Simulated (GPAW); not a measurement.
# PtSe2 (Sudovikovite) (P-3m1) in GPAW: settings compared, part 2 of 2

GPAW 26.7.0. Earlier steps stand in the parts before.

### Step 3. Phonons, BLYP

run.py

```python
import json
import numpy as np
from ase import Atoms
from ase.constraints import FixSymmetry
from ase.io import read, write
from ase.optimize import BFGS
from phonopy import Phonopy
from phonopy.structure.atoms import PhonopyAtoms
from gpaw import GPAW, PW, setup_paths

setup_paths.insert(0, '.')

atoms = read('POSCAR')

calc = GPAW(mode=PW(510),
            xc='BLYP',
            kpts={'size': (8, 8, 5), 'gamma': True},
            occupations={'name': 'fermi-dirac', 'width': 0.05},
            nbands=26,
            convergence={'density': 1e-06, 'forces': 0.0001, 'eigenstates': 1e-09},
            maxiter=150,
            txt='gpaw.txt')
atoms.calc = calc
atoms.set_constraint(FixSymmetry(atoms))
BFGS(atoms, trajectory='relax.traj', logfile='-').run(fmax=0.005, steps=40)
atoms.set_constraint()
energy = atoms.get_potential_energy()
forces = atoms.get_forces()
stress = atoms.get_stress()
calc.write('gs.gpw')
write('result.traj', atoms)
print('Cell:', atoms.cell.cellpar().round(4))
print(atoms.get_scaled_positions().round(5))

def force_constants(scale):
    unit = PhonopyAtoms(symbols=atoms.get_chemical_symbols(), cell=atoms.cell[:] * scale**(1 / 3),
                        scaled_positions=atoms.get_scaled_positions())
    ph = Phonopy(unit, supercell_matrix=np.diag([1, 1, 1]), primitive_matrix=np.eye(3), symprec=1e-4)
    ph.generate_displacements(distance=0.01)
    forces = []
    for i, sc in enumerate(ph.supercells_with_displacements):
        a = Atoms(sc.symbols, cell=sc.cell, scaled_positions=sc.scaled_positions, pbc=True)
        c = GPAW(mode=PW(510),
                 xc='BLYP',
                 kpts={'size': (8, 8, 5), 'gamma': True},
                 occupations={'name': 'fermi-dirac', 'width': 0.05},
                 nbands=26,
                 convergence={'density': 1e-06, 'forces': 0.0001, 'eigenstates': 1e-09},
                 maxiter=150,
                 txt=f'disp-{scale:.3f}-{i:02d}.txt')
        a.calc = c
        f = a.get_forces()
        forces.append(f - f.mean(axis=0))
        print(f'displacement {i}: drift', f.mean(axis=0).round(5), flush=True)
    ph.forces = forces
    ph.produce_force_constants()
    ph.symmetrize_force_constants()
    return ph

qpoints = [[0.0, 0.0, 0.0]]
results = {}
for scale in [1.0]:
    ph = force_constants(scale)
    ph.run_qpoints(qpoints)
    nu = ph.qpoints.frequencies * 33.35641  # THz to cm^-1
    results[f'{scale:.3f}'] = nu.tolist()
    for qp, f in zip(qpoints, nu):
        print(scale, np.round(qp, 4), f.round(2))
json.dump(results, open('phonons.json', 'w'))
```

POSCAR

```
PtSe2
1.0
    3.7240000000      0.0000000000      0.0000000000
   -1.8620000000      3.2250786037      0.0000000000
    0.0000000000      0.0000000000      5.0620000000
Pt Se
1 2
Direct
    0.0000000000      0.0000000000      0.0000000000
    0.6666666667      0.3333333333      0.7500000000
    0.3333333333      0.6666666667      0.2500000000
```

Potentials or basis: PAW data sets generated in the run's folder for this functional, pw.

The run is started by

```console
gpaw-setup -f BLYP Pt Se
OMP_NUM_THREADS=1 python run.py
```

gpaw.txt:

```text
__  _  _
 | _ |_)|_||  |
 |__||  | ||/\| - 26.7.0

Input parameters:
  mode=PW(ecut=510.0),
  convergence={'density': 1e-06, 'forces': 0.0001, 'eigenstates': 1e-09},
  kpts=MonkhorstPack(size=(8, 8, 5), gamma=True),
  maxiter=150,
  nbands=26,
  occupations=Occupations(name='fermi-dirac', width=0.05),
  xc=XC(name='BLYP')

Diagonalizing LCAO Hamiltonian
Converting LCAO to pw mode

            Se

        Se

       Pt
[... 8 lines left out ...]
Unit cell  # Å
| periodic |         x |        y |        z |  lengths |     angles |
|----------|-----------|----------|----------|----------|------------|
|      yes |  3.724000 | 0.000000 | 0.000000 | 3.724000 |  90.000000 |
|      yes | -1.862000 | 3.225079 | 0.000000 | 3.724000 |  90.000000 |
|      yes |  0.000000 | 0.000000 | 5.062000 | 5.062000 | 120.000000 |

Number of symmetries: 12
Symmetry operations  # r_c * U_cc + t_c -> r_c
|    | kind |            matrix            |
|----|------|------------------------------|
|  0 |  σ   |  1, 1, 0,  0,-1, 0,  0, 0, 1 |
|  1 |  S6  |  1, 1, 0, -1, 0, 0,  0, 0,-1 |
|  2 |  E   |  1, 0, 0,  0, 1, 0,  0, 0, 1 |
|  3 |  C2  |  1, 0, 0, -1,-1, 0,  0, 0,-1 |
|  4 |  C2  |  0, 1, 0,  1, 0, 0,  0, 0,-1 |
|  5 |  C3  |  0, 1, 0, -1,-1, 0,  0, 0, 1 |
|  6 |  S6  |  0,-1, 0,  1, 1, 0,  0, 0,-1 |
|  7 |  σ   |  0,-1, 0, -1, 0, 0,  0, 0, 1 |
|  8 |  σ   | -1, 0, 0,  1, 1, 0,  0, 0, 1 |
|  9 |  i   | -1, 0, 0,  0,-1, 0,  0, 0,-1 |
| 10 |  C3  | -1,-1, 0,  1, 0, 0,  0, 0, 1 |
| 11 |  C2  | -1,-1, 0,  0, 1, 0,  0, 0,-1 |

BZ-sampling:
  Number of BZ points: 320
  Number of IBZ points: 40

  Monkhorst-Pack size: [8, 8, 5]
  Monkhorst-Pack shift: [0.0625, 0.0625, 0.0]

K-points  # in reciprocal-cell coordinates
|     |                                coordinates |     weight |
|-----|--------------------------------------------|------------|
|   0 | (  0.00000000,   0.00000000,   0.00000000) | 0.00312500 |
|   1 | (  0.00000000,   0.00000000,   0.20000000) | 0.00625000 |
|   2 | (  0.00000000,   0.00000000,   0.40000000) | 0.00625000 |
|   3 | (  0.12500000,   0.00000000,  -0.40000000) | 0.01875000 |
|   4 | (  0.12500000,   0.00000000,  -0.20000000) | 0.01875000 |
|   5 | (  0.12500000,   0.00000000,   0.00000000) | 0.01875000 |
|   6 | (  0.12500000,   0.00000000,   0.20000000) | 0.01875000 |
|   7 | (  0.12500000,   0.00000000,   0.40000000) | 0.01875000 |
|   8 | (  0.25000000,  -0.12500000,   0.00000000) | 0.01875000 |
|   9 | (  0.25000000,  -0.12500000,   0.20000000) | 0.03750000 |
| ... |                                            |            |
|  39 | (  0.50000000,   0.50000000,   0.40000000) | 0.01875000 |

Plane wave coefficients: 1606
Cutoff: 510.0 eV

[... 99 lines left out ...]
- Maximum [total energy] change in last 3 cyles: 0.0005 eV / valence electron
maximum number of iterations: 150

SCF iterations
|iter     | |      energy | eigst |  dens |force |
|---------|-|-------------|-------|-------|------|
|iter:   1| |  -12.940417 | +0.12 |       |      |
|iter:   2| |  -12.648334 | -2.11 | -1.14 |      |
|iter:   3| |  -12.165194 | -2.00 | -1.20 |      |
|iter:   4| |  -12.136779 | -3.31 | -1.59 |      |
|iter:   5| |  -12.122376 | -3.32 | -1.84 |      |
|iter:   6| |  -12.122388 | -4.72 | -2.62 |      |
|iter:   7| |  -12.122437c| -5.35 | -3.10 |      |
|iter:   8| |  -12.122442c| -7.25 | -4.03 |      |
|iter:   9| |  -12.122443c| -8.25 | -4.53 |      |
|iter:  10| |  -12.122443c| -9.37c| -5.10 |      |
|iter:  11| |  -12.122443c|-10.02c| -6.07c|      |
|iter:  12| |  -12.122443c|-10.79c| -6.71c|-5.60c|

Converged in 12 steps
Energy contributions relative to reference atoms: (reference = -632632.743549)

Energy contributions:
  Kinetic:          29.913477
  Coulomb:         -28.718047
  Zero:             -0.533731
  External:          0.000000
  Xc:              -12.781674
  Entropy:          -0.004936
  Spinorbit:         0.000000
  ----------------------------
  Free energy:     -12.124912
  Extrapolated:    -12.122443
[... 28 lines left out ...]
No gap
No difference between direct/indirect transitions

Forces  # eV/Ang
|        x |        y |        z |
|----------|----------|----------|
| -0.00000 |  0.00000 |  0.00000 |  # Pt   0
|  0.00000 | -0.00000 | -1.00415 |  # Se   1
|  0.00000 |  0.00000 |  1.00415 |  # Se   2

            Se
[... 84 lines left out ...]
No gap
No difference between direct/indirect transitions

Forces  # eV/Ang
|       x |        y |        z |
|---------|----------|----------|
| 0.00000 |  0.00000 |  0.00000 |  # Pt   0
| 0.00000 |  0.00000 | -0.81810 |  # Se   1
| 0.00000 | -0.00000 |  0.81810 |  # Se   2

            Se
[... 86 lines left out ...]
No gap
No difference between direct/indirect transitions

Forces  # eV/Ang
|        x |       y |        z |
|----------|---------|----------|
|  0.00000 | 0.00000 |  0.00000 |  # Pt   0
| -0.00000 | 0.00000 | -0.03340 |  # Se   1
|  0.00000 | 0.00000 |  0.03340 |  # Se   2

            Se
[... 27 lines left out ...]
SCF iterations
|iter     | |      energy | eigst |  dens |force |
|---------|-|-------------|-------|-------|------|
|iter:   1| |  -12.201845c| -4.98 |       |      |
|iter:   2| |  -12.201835c| -7.07 | -3.47 |      |
|iter:   3| |  -12.201817c| -6.85 | -3.54 |      |
|iter:   4| |  -12.201819c| -6.81 | -3.78 |      |
|iter:   5| |  -12.201815c| -7.24 | -3.99 |      |
|iter:   6| |  -12.201814c| -7.98 | -4.35 |      |
|iter:   7| |  -12.201814c| -9.64c| -4.97 |      |
|iter:   8| |  -12.201814c|-10.20c| -5.35 |      |
|iter:   9| |  -12.201814c|-10.56c| -6.14c|-1.49 |
|iter:  10| |  -12.201814c|-11.54c| -6.81c|-5.22c|

Converged in 10 steps
Energy contributions relative to reference atoms: (reference = -632632.743549)
[... 40 lines left out ...]
No gap
No difference between direct/indirect transitions

Forces  # eV/Ang
|        x |        y |        z |
|----------|----------|----------|
| -0.00000 |  0.00000 |  0.00000 |  # Pt   0
| -0.00000 |  0.00000 | -0.00137 |  # Se   1
| -0.00000 | -0.00000 |  0.00137 |  # Se   2

Stress tensor  # eV/Ang^3
|         x |         y |         z |
|-----------|-----------|-----------|
| -0.065893 |  0.000000 |  0.000000 |
|  0.000000 | -0.065893 |  0.000000 |
|  0.000000 |  0.000000 | -0.044292 |

# Writing to gs.gpw (mode='')
```

disp-1.000-00.txt:

```text
__  _  _
 | _ |_)|_||  |
 |__||  | ||/\| - 26.7.0

Input parameters:
  mode=PW(ecut=510.0),
  convergence={'density': 1e-06, 'forces': 0.0001, 'eigenstates': 1e-09},
  kpts=MonkhorstPack(size=(8, 8, 5), gamma=True),
  maxiter=150,
  nbands=26,
[... 202 lines left out ...]
|          7 |         2.762 |     2.000 |
|          8 |         4.965 |     2.000 |
|          9 |         4.966 |     2.000 |
|         10 |         6.073 |     2.000 |
[... 8 lines left out ...]
|         19 |        16.358 |     0.000 |
|         20 |        20.994 |     0.000 |
|        ... |               |           |
|         25 |        21.673 |     0.000 |

No gap
No difference between direct/indirect transitions

Forces  # eV/Ang
|        x |        y |        z |
|----------|----------|----------|
| -0.08271 |  0.00000 | -0.11773 |  # Pt   0
|  0.04068 |  0.00048 |  0.05678 |  # Se   1
|  0.04207 | -0.00048 |  0.06101 |  # Se   2
```

Run time: 5.2 min. Hardware: 1 thread of Intel Xeon Platinum 8375C at 2.90GHz (Ice Lake), shared host; peak memory 0.45 GiB.

Results:

```yaml
Free_energy: -12.2043 eV
Pressure_after_relaxing: 9.4 GPa
Band_gap_on_the_k_mesh: none (metal or under the smearing width)
Highest_phonon_frequency_at_Γ: 213 cm⁻¹
```

Stress tensor (GPa, compression positive):
```
10.56  0.00  0.00
 0.00 10.56  0.00
 0.00  0.00  7.10
```

Final structure:
```xyz
3
Lattice="3.7240 0.0000 0.0000 -1.8620 3.2251 0.0000 0.0000 0.0000 5.0620" Properties=species:S:1:pos:R:3 pbc="T T T"
Pt    0.0000    0.0000    0.0000
Se    1.8620    1.0750    3.7164
Se    0.0000    2.1501    1.3456
```

Phonon frequencies in cm⁻¹ (negative: imaginary):
```csv
q point,frequencies
"(0.000, 0.000, 0.000)",0 0 0 157 157 202 209 209 213
```

Caveat: the cell is more than 3 GPa from zero pressure, which shifts response properties; the cutoff is short for stress and forces, so pressures can be off by a GPa or more. Spin-orbit coupling is left out, which matters for the levels of Pt.
